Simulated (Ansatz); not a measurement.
**twin(10-12) boundary in hcp Ru with Ti (substitutional): structure and resistance**

Wanted: what the twin(10-12) boundary in hcp Ru with Ti (substitutional) costs an interconnect.

Program: Ansatz 0.2.0. Level of theory: Ansatz plane-wave DFT, PBE, PAW files; relaxation of a bicrystal slab with its lowest layers held; PAW set soft_1, in the first sound run; inputs show where later runs differ. Results are calculated unless marked as measured.

## (1) The starting structure

The cell holds 25 atoms: 24 Ru and 1 Ti. Its edges and angles: a = 6.348 Å, b = 2.706 Å, c = 30.744 Å, α = 90.0°, β = 90.0°, γ = 90.0°. It derives from Ru. built on the (1 0 2) plane; 1 overlapping atoms removed and the grains opened by 0.25 Å. Vacuum lies along c.

## (2) Relaxing the bicrystal

The boundary is built by mirroring the lower grain in the boundary plane and removing any atoms that overlap; then the Ti is put in at the boundary. A thin bicrystal slab is relaxed first, with the lowest layers held and the upper grain free to shift and open.

The input, input.yaml:

```yaml
crystal:
  lattice:
    - [6.3481279548, 0.0, 0.0]
    - [0.0, 2.7058, 0.0]
    - [0.0, 0.0, 30.7438509922]
  atoms:
    - { symbol: Ru, position: [0.112577786, 0.4166666667, 0.1626341476] }
    - { symbol: Ru, position: [0.4309007479, 0.9166666666, 0.1969083729] }
    - { symbol: Ru, position: [0.8400622288, 0.9166666667, 0.2140454855] }
    - { symbol: Ru, position: [0.1583851907, 0.4166666666, 0.2483197108] }
    - { symbol: Ru, position: [0.5675466716, 0.4166666667, 0.2654568235] }
    - { symbol: Ru, position: [0.8858696335, 0.9166666666, 0.2997310488] }
    - { symbol: Ru, position: [0.2950311144, 0.9166666667, 0.3168681614] }
    - { symbol: Ru, position: [0.6133540763, 0.4166666666, 0.3511423867] }
    - { symbol: Ru, position: [0.0225155572, 0.4166666667, 0.3682794994] }
    - { symbol: Ru, position: [0.3408385191, 0.9166666666, 0.4025537246] }
    - { symbol: Ru, position: [0.75, 0.9166666667, 0.4196908373] }
    - { symbol: Ti, position: [0.0683229619, 0.4166666666, 0.4539650626] }
    - { symbol: Ru, position: [0.75, 0.9166666667, 0.4963709952] }
    - { symbol: Ru, position: [0.3408385191, 0.9166666666, 0.5135081079] }
    - { symbol: Ru, position: [0.0225155572, 0.4166666667, 0.5477823332] }
    - { symbol: Ru, position: [0.6133540763, 0.4166666666, 0.5649194458] }
    - { symbol: Ru, position: [0.2950311144, 0.9166666667, 0.5991936711] }
    - { symbol: Ru, position: [0.8858696335, 0.9166666666, 0.6163307838] }
    - { symbol: Ru, position: [0.5675466716, 0.4166666667, 0.6506050091] }
    - { symbol: Ru, position: [0.1583851907, 0.4166666666, 0.6677421217] }
    - { symbol: Ru, position: [0.8400622288, 0.9166666667, 0.702016347] }
    - { symbol: Ru, position: [0.4309007479, 0.9166666666, 0.7191534597] }
    - { symbol: Ru, position: [0.112577786, 0.4166666667, 0.7534276849] }
    - { symbol: Ru, position: [0.7034163051, 0.4166666666, 0.7705647976] }
    - { symbol: Ru, position: [0.3850933432, 0.9166666667, 0.8048390229] }
kpoints:
  mp_grid: { grid: [4, 9, 1] }
hamiltonian:
  xc: pbe
  pseudopotentials: { kind: paw, azcp: { folder: soft_1 } }
scf:
  occupations: { method: fermi_dirac, width: 0.1 }
relax:
  f_tol: 0.03
  max_steps: 80
  constraints: [{ sites: [0, 1, 2, 3] }]
```

Started as:

```bash
$ ansatz run input.yaml --threads 8 --pin off --max-ram 15360MiB --backend cpu --events-out ev --progress --plain --runs-dir out
```

Numbers of over 12 decimals in the logs are rounded to 6 here.

What it wrote:

```text
Engine: ansatz 0.2.0, x86_64-unknown-linux-gnu
Pseudopotentials: kind: paw
Pseudopotential: Ru, paw, valence charge 16, recommended cutoff 420 eV (normal), soft_1/Ru.paw.azcp
Pseudopotential: Ti, paw, valence charge 12, recommended cutoff 420 eV (normal), soft_1/Ti.paw.azcp
Functional definition: PBE
  parameter kappa = 0.804
  parameter beta = 0.066725
  exchange = pbe_x(kappa = kappa, mu = beta*pi^2/3)
  correlation = pbe_c(beta = beta)
Crystal: 25 atoms, lattice volume = 528.080 Å³
Basis set: ecut = 420 eV, 10363 PW (Γ), exchange–correlation on 90×40×432 points (8 copies of the dense FFT grid, shifted against one another)
Bands: 238, of which v1, the nominal top of the filled ones, is band 198 counted from 1 (197 counted from 0)
Symmetry: 2 space group operations
Space group: Pm (ITA 6), of the structure as read, at distance tolerance 8.1e-5 Å
k-points: 15 of 36 (time reversal used)
Non-local potential: Ru, projectors of the file, l = 0: 3, l = 1: 2, l = 2: 2, l = 3: 1
Non-local potential: Ti, projectors of the file, l = 0: 3, l = 1: 2, l = 2: 3, l = 3: 1
PAW form: soft (Blöchl's): semilocal exchange-correlation on the pseudo side does not see the compensation charge
PAW one-centre angular grid: Ru, 590 points (default); XC on 64 Gauss nodes
PAW one-centre angular grid: Ti, 590 points (default); XC on 64 Gauss nodes
Initial density: superposition of atomic densities (neutral atoms: chi_scale 0, normalization atom)
Initial wavefunctions: pseudopotential atomic-orbital guess
Functional: x = pbe(κ = 0.804, μ = 0.219515), c = pbe(β = 0.066725)
SCF iter   1: F=—  HF=-143601.242304 eV  |F-HF|=—  |Δ(HF+E_count)|=         —  Δρ=1.15e-1  dr2=4.43e2  ethr=3.10e-3  ⟨swp⟩=7.1  Hψ=13594  notcnv=0
preconditioner: auto → LDOS  [metal: Δε(μ)=0.015 eV  Ē_g=4.796 eV  σ=0.100 eV  W_gap=0.04  n_scr=154 (ndim 8)  ℏωp=22.6 eV  f_vac=0.297  D(μ)=23.48/eV (n_scr^D=200)  β→1.0]
SCF iter   2: F=—  HF=-143600.644587 eV  |F-HF|=—  |Δ(HF+E_count)|=   5.98e-1  Δρ=1.05e-1  dr2=1.02e2  ethr=3.10e-3  ⟨swp⟩=4.0  Hψ=10032  notcnv=0  defer=7
SCF iter   3: F=—  HF=-143581.810149 eV  |F-HF|=—  |Δ(HF+E_count)|=    1.88e1  Δρ=1.35e-2  dr2=1.80e0  ethr=3.10e-3  ⟨swp⟩=3.1  Hψ=8736  notcnv=0  defer=21
SCF iter   4: F=—  HF=-143581.601125 eV  |F-HF|=—  |Δ(HF+E_count)|=   2.09e-1  Δρ=3.42e-3  dr2=3.22e-1  ethr=4.56e-4  ⟨swp⟩=2.5  Hψ=5981  notcnv=0  defer=20
SCF iter   5: F=—  HF=-143581.585124 eV  |F-HF|=—  |Δ(HF+E_count)|=   1.60e-2  Δρ=1.21e-3  dr2=1.86e-2  ethr=8.12e-5  ⟨swp⟩=2.2  Hψ=4975  notcnv=0  defer=20
SCF iter   6: F=—  HF=-143581.586492 eV  |F-HF|=—  |Δ(HF+E_count)|=   1.37e-3  Δρ=5.05e-4  dr2=1.83e-3  ethr=4.69e-6  ⟨swp⟩=2.4  Hψ=5640  notcnv=0  defer=20
SCF iter   7: F=—  HF=-143581.586924 eV  |F-HF|=—  |Δ(HF+E_count)|=   4.31e-4  Δρ=2.12e-4  dr2=5.04e-4  ethr=4.63e-7  ⟨swp⟩=2.8  Hψ=6680  notcnv=0  defer=20
SCF iter   8: F=—  HF=-143581.586933 eV  |F-HF|=—  |Δ(HF+E_count)|=   9.49e-6  Δρ=5.90e-5  dr2=7.10e-5  ethr=1.27e-7  ⟨swp⟩=2.5  Hψ=5523  notcnv=0  defer=20
SCF iter   9: F=-143581.586936 eV  HF=-143581.586941 eV  |F-HF|=5.07e-6  |Δ(HF+E_count)|=   7.75e-6  Δρ=3.04e-5  dr2=9.51e-6  ethr=5.68e-9  ⟨swp⟩=4.9  Hψ=12252  notcnv=0
SCF 1 converged in 9 iterations: F = -143581.586936 eV  dr2 = 9.51e-6
  greatest PAW one-centre occupation: 1.000 electrons in one spin orbital (limit 2), on the Ru atom at site 10 (counted from 0), in its partial waves of l = 0
relax step   1: F+E_penalty+E_count = -143581.58693577 eV  Δ(F+E_penalty+E_count) = +0.000e0 eV  max|allowed force component| = 1.547e0 eV/Å  Δτ_max = 0.0000 Å  (9 SCF iters, dr2 threshold 2.25e-5 eV, accepted)
Initial density: handed on by an earlier stage of this run
Initial wavefunctions: those handed on with the density
iter 1 solved again at ethr=1.64e-3 eV; its pass at ethr=3.10e-3 eV (dr2=6.50e0 eV) is discarded
SCF iter   1: F=—  HF=-143582.204775 eV  |F-HF|=—  |Δ(HF+E_count)|=         —  Δρ=1.61e-2  dr2=6.71e0  ethr=1.64e-3  ⟨swp⟩=1.0  Hψ=12825  notcnv=0  defer=6
preconditioner: auto → LDOS  [metal: Δε(μ)=0.005 eV  Ē_g=4.449 eV  σ=0.100 eV  W_gap=0.01  n_scr=154 (ndim 8)  ℏωp=22.6 eV  f_vac=0.303  D(μ)=24.93/eV (n_scr^D=218)  β→1.0]
SCF iter   2: F=—  HF=-143582.018357 eV  |F-HF|=—  |Δ(HF+E_count)|=   1.86e-1  Δρ=7.11e-3  dr2=5.46e-1  ethr=1.64e-3  ⟨swp⟩=2.0  Hψ=4560  notcnv=0  defer=6
SCF iter   3: F=—  HF=-143581.952315 eV  |F-HF|=—  |Δ(HF+E_count)|=   6.60e-2  Δρ=2.75e-3  dr2=9.07e-2  ethr=1.38e-4  ⟨swp⟩=2.9  Hψ=6938  notcnv=0  defer=7
SCF iter   4: F=—  HF=-143581.929850 eV  |F-HF|=—  |Δ(HF+E_count)|=   2.25e-2  Δρ=4.57e-4  dr2=2.40e-3  ethr=2.29e-5  ⟨swp⟩=2.3  Hψ=5631  notcnv=0  defer=9
SCF iter   5: F=—  HF=-143581.930047 eV  |F-HF|=—  |Δ(HF+E_count)|=   1.97e-4  Δρ=1.63e-4  dr2=2.84e-4  ethr=6.06e-7  ⟨swp⟩=2.1  Hψ=5741  notcnv=0  defer=9
SCF iter   6: F=-143581.930087 eV  HF=-143581.930102 eV  |F-HF|=1.53e-5  |Δ(HF+E_count)|=   5.52e-5  Δρ=5.81e-5  dr2=3.61e-5  ethr=2.53e-8  ⟨swp⟩=3.0  Hψ=13370  notcnv=0
SCF 2 converged in 6 iterations: F = -143581.930087 eV  dr2 = 3.61e-5
  greatest PAW one-centre occupation: 1.000 electrons in one spin orbital (limit 2), on the Ru atom at site 12 (counted from 0), in its partial waves of l = 0
relax step   2: F+E_penalty+E_count = -143581.93008705 eV  Δ(F+E_penalty+E_count) = -3.432e-1 eV  max|allowed force component| = 1.606e0 eV/Å  Δτ_max = 0.1997 Å  (6 SCF iters, dr2 threshold 1.00e-4 eV, accepted)
iter 1 solved again at ethr=1.89e-4 eV; its pass at ethr=3.10e-3 eV (dr2=7.48e-1 eV) is discarded
SCF iter   1: F=—  HF=-143582.078588 eV  |F-HF|=—  |Δ(HF+E_count)|=         —  Δρ=6.01e-3  dr2=5.94e-1  ethr=1.89e-4  ⟨swp⟩=1.3  Hψ=11021  notcnv=0  defer=14
preconditioner: auto → LDOS  [metal: Δε(μ)=0.012 eV  Ē_g=4.454 eV  σ=0.100 eV  W_gap=0.03  n_scr=154 (ndim 8)  ℏωp=22.6 eV  f_vac=0.302  D(μ)=25.50/eV (n_scr^D=218)  β→1.0]
SCF iter   2: F=—  HF=-143582.057574 eV  |F-HF|=—  |Δ(HF+E_count)|=   2.10e-2  Δρ=3.00e-3  dr2=7.53e-2  ethr=1.50e-4  ⟨swp⟩=2.0  Hψ=5410  notcnv=0  defer=14
SCF iter   3: F=—  HF=-143582.046680 eV  |F-HF|=—  |Δ(HF+E_count)|=   1.09e-2  Δρ=1.20e-3  dr2=1.12e-2  ethr=1.90e-5  ⟨swp⟩=3.0  Hψ=7317  notcnv=0  defer=14
SCF iter   4: F=—  HF=-143582.043661 eV  |F-HF|=—  |Δ(HF+E_count)|=   3.02e-3  Δρ=2.42e-4  dr2=5.08e-4  ethr=2.83e-6  ⟨swp⟩=2.7  Hψ=6233  notcnv=0  defer=14
SCF iter   5: F=—  HF=-143582.043553 eV  |F-HF|=—  |Δ(HF+E_count)|=   1.07e-4  Δρ=5.03e-5  dr2=1.36e-5  ethr=1.28e-7  ⟨swp⟩=2.7  Hψ=6971  notcnv=0  defer=14
SCF iter   6: F=-143582.043556 eV  HF=-143582.043557 eV  |F-HF|=4.99e-7  |Δ(HF+E_count)|=   3.63e-6  Δρ=1.85e-5  dr2=2.58e-6  ethr=3.44e-9  ⟨swp⟩=4.0  Hψ=9760  notcnv=0
SCF 3 converged in 6 iterations: F = -143582.043556 eV  dr2 = 2.58e-6
relax step   3: F+E_penalty+E_count = -143582.04355624 eV  Δ(F+E_penalty+E_count) = -1.135e-1 eV  max|allowed force component| = 1.724e-1 eV/Å  Δτ_max = 0.0656 Å  (6 SCF iters, dr2 threshold 1.00e-4 eV, accepted)
[...]
relax step   4: F+E_penalty+E_count = -143582.04678984 eV  Δ(F+E_penalty+E_count) = -3.234e-3 eV  max|allowed force component| = 3.336e-2 eV/Å  Δτ_max = 0.0119 Å  (5 SCF iters, dr2 threshold 1.86e-6 eV, accepted)
SCF iter   1: F=—  HF=-143582.046391 eV  |F-HF|=—  |Δ(HF+E_count)|=         —  Δρ=5.68e-4  dr2=1.02e-2  ethr=1.56e-5  ⟨swp⟩=2.1  Hψ=6267  notcnv=0  defer=14
preconditioner: auto → LDOS  [metal: Δε(μ)=0.023 eV  Ē_g=4.450 eV  σ=0.100 eV  W_gap=0.06  n_scr=154 (ndim 8)  ℏωp=22.6 eV  f_vac=0.302  D(μ)=25.53/eV (n_scr^D=218)  β→1.0]
SCF iter   2: F=—  HF=-143582.046188 eV  |F-HF|=—  |Δ(HF+E_count)|=   2.03e-4  Δρ=2.36e-4  dr2=4.59e-4  ethr=2.57e-6  ⟨swp⟩=1.2  Hψ=4113  notcnv=0  defer=14
SCF iter   3: F=—  HF=-143582.046133 eV  |F-HF|=—  |Δ(HF+E_count)|=   5.48e-5  Δρ=1.44e-4  dr2=1.95e-4  ethr=1.16e-7  ⟨swp⟩=3.0  Hψ=7792  notcnv=0  defer=14
SCF iter   4: F=—  HF=-143582.046073 eV  |F-HF|=—  |Δ(HF+E_count)|=   6.02e-5  Δρ=3.18e-5  dr2=5.62e-6  ethr=4.93e-8  ⟨swp⟩=2.0  Hψ=5152  notcnv=0  defer=14
SCF iter   5: F=—  HF=-143582.046965 eV  |F-HF|=—  |Δ(HF+E_count)|=   8.92e-4  Δρ=5.71e-6  dr2=2.07e-7  ethr=1.42e-9  ⟨swp⟩=3.1  Hψ=7485  notcnv=0  defer=14
SCF iter   6: F=-143582.046965 eV  HF=-143582.046965 eV  |F-HF|=1.49e-8  |Δ(HF+E_count)|=   4.54e-9  Δρ=2.28e-6  dr2=4.09e-8  ethr=2.53e-11  ⟨swp⟩=5.0  Hψ=12602  notcnv=0
SCF 5 converged in 6 iterations: F = -143582.046965 eV  dr2 = 4.09e-8
relax step   5: F+E_penalty+E_count = -143582.04696501 eV  Δ(F+E_penalty+E_count) = -1.752e-4 eV  max|allowed force component| = 1.915e-2 eV/Å  Δτ_max = 0.0061 Å  (6 SCF iters, accepted)
SCF converged after 6 iterations
Free energy (F): -143582.046965 eV
Harris-Foulkes:  -143582.046965 eV  (|F-HF|=1.49e-8)
Internal energy: -143581.199590 eV  (E = F + TS)
E sigma→0 (E₀):  -143581.623278 eV
Entropy (-TS):   -0.847375 eV (-33.895 meV/atom)
Fermi energy:    13.220842 eV
--- Per-component energies (eV) ---
  E_band       = -5326.810163
  E_kinetic    = 11306.858580
  E_local      = -497327.954975  (includes V_loc(G=0)·N_el)
  E_nonlocal   = 9980.725891
  E_hartree    = 241524.038158
  E_xc         = -4183.982608
  E_vxc        = -5288.211079  (∫ρ·V_xc dr)
  E_paw        = -85083.304258  (= ΣΔE_a)
  E_vpaw       = -7046.305116  (= ΣTr[D̂ρ^β])
  E_aug_tail   = 0.015164  (compensation charges beyond the density's cutoff)
  E_ewald      = 180202.404457
  E_smearing   = -0.847375  (= −TS)
  E_closure    = -0.000000  (closes the sum)
  Σ components = -143582.046965   (vs F -143582.046965, Δ=0.00e0)
--- Forces (eV/Å), atoms counted from 1 ---
  atom   1  Ru     0.09760399     0.00000000     1.45521650
  atom   2  Ru    -0.58087660     0.00000000    -0.02979822
  atom   3  Ru     0.35710307     0.00000000    -0.53771541
  atom   4  Ru     0.12178267     0.00000000    -0.88315232
  atom   5  Ru    -0.00042850     0.00000000    -0.00223052
  atom   6  Ru     0.00653070     0.00000000     0.00189110
  atom   7  Ru    -0.00352567     0.00000000    -0.00538032
  atom   8  Ru    -0.00075329     0.00000000     0.01028819
  atom   9  Ru    -0.00587978     0.00000000    -0.00129157
  atom  10  Ru     0.00044381     0.00000000    -0.01727829
  atom  11  Ru     0.00720758     0.00000000    -0.00728192
  atom  12  Ti    -0.00056575     0.00000000     0.01914806
  atom  13  Ru     0.00395428     0.00000000    -0.00411845
  atom  14  Ru    -0.00814068     0.00000000    -0.00418575
  atom  15  Ru    -0.00304665     0.00000000     0.00265146
  atom  16  Ru     0.00339132     0.00000000     0.00195043
  atom  17  Ru     0.00396173     0.00000000     0.00024787
  atom  18  Ru     0.00394371     0.00000000     0.00228770
  atom  19  Ru     0.00026401     0.00000000     0.00113878
  atom  20  Ru     0.00581159     0.00000000    -0.00646055
  atom  21  Ru     0.00680733     0.00000000    -0.00132306
  atom  22  Ru    -0.00656482     0.00000000     0.00453096
  atom  23  Ru    -0.00268007     0.00000000     0.00375260
  atom  24  Ru    -0.00380517     0.00000000    -0.00446677
  atom  25  Ru    -0.00250883     0.00000000     0.00161104
  max |Σ_I F_I| component: 3.15e-5 eV/Å
--- Relaxed structure (5 steps of the walk, 5 accepted, 0 SCFs on fresh bases) ---
  F+E_penalty+E_count = -143582.04696501 eV   max|allowed force component| = 1.915e-2 eV/Å
  atoms:
    - { symbol: Ru, position: [0.112577786, 0.416667, 0.162634] }
    - { symbol: Ru, position: [0.4309007479, 0.916667, 0.196908] }
    - { symbol: Ru, position: [0.840062, 0.916667, 0.214045] }
    - { symbol: Ru, position: [0.158385, 0.416667, 0.248320] }
    - { symbol: Ru, position: [0.567116, 0.416667, 0.265184] }
    - { symbol: Ru, position: [0.880390, 0.916667, 0.299396] }
    - { symbol: Ru, position: [0.291803, 0.916667, 0.317615] }
    - { symbol: Ru, position: [0.609781, 0.416667, 0.350895] }
    - { symbol: Ru, position: [0.018973, 0.416667, 0.370236] }
    - { symbol: Ru, position: [0.337528, 0.916667, 0.405124] }
    - { symbol: Ru, position: [0.744363, 0.916667, 0.417992] }
    - { symbol: Ti, position: [0.088174, 0.416667, 0.456899] }
    - { symbol: Ru, position: [0.743687, 0.916667, 0.496173] }
    - { symbol: Ru, position: [0.336913, 0.916667, 0.510119] }
    - { symbol: Ru, position: [0.017164, 0.416667, 0.543792] }
    - { symbol: Ru, position: [0.607143, 0.416667, 0.563498] }
    - { symbol: Ru, position: [0.289837, 0.916667, 0.597433] }
    - { symbol: Ru, position: [0.881179, 0.916667, 0.614167] }
    - { symbol: Ru, position: [0.565004, 0.416667, 0.648852] }
    - { symbol: Ru, position: [0.153812, 0.416667, 0.666175] }
    - { symbol: Ru, position: [0.836452, 0.916667, 0.700721] }
    - { symbol: Ru, position: [0.425900, 0.916667, 0.718933] }
    - { symbol: Ru, position: [0.112734, 0.416667, 0.753122] }
    - { symbol: Ru, position: [0.697216, 0.416667, 0.768349] }
    - { symbol: Ru, position: [0.381265, 0.916667, 0.799755] }
```

Run time: 3 min. Hardware: 8 threads of Intel Xeon at 2.50GHz (Skylake/Cascade Lake), shared host; peak memory 4.9 GiB; 22 min of CPU time.

Step by step:

```tsv
step	energy less that of the first step (eV)	largest force component (eV/Å)
1	0.0000	1.5471
2	-0.3432	1.6064
3	-0.4566	0.1724
4	-0.4599	0.0334
5	-0.4600	0.0191
```

Forces are held to the 2 operations that the run works with; a distortion that breaks them can't arise in this run.

The atoms that moved most (Å):

```tsv
atom	dx	dy	dz	length
Ru25	-0.024	0.000	-0.156	0.158
Ti12	0.126	0.000	0.090	0.155
Ru15	-0.034	0.000	-0.123	0.127
Ru14	-0.025	0.000	-0.104	0.107
Ru10	-0.021	0.000	0.079	0.082
Ru24	-0.039	0.000	-0.068	0.079
Ru18	-0.030	0.000	-0.067	0.073
Ru9	-0.022	0.000	0.060	0.064
```

Numbers from this step:

- free energy: -143582.0470 eV
- energy at zero smearing: -143581.6233 eV
- Fermi energy: 13.22 eV

The largest force component on a free atom ends at 0.019 eV/Å, under the tolerance of 0.03, after 5 steps.

[end of part 1 of 2]

[Logs are printed without paths, hosts, clocks, repeated set-up lines and the standing remarks that a program may print on its own settings, such as how far it seeks lower states.]

[Hosts, paths, dates, database ids (printed as entryN), source tags and the programs' standing remarks are cut or masked in the printed files.]
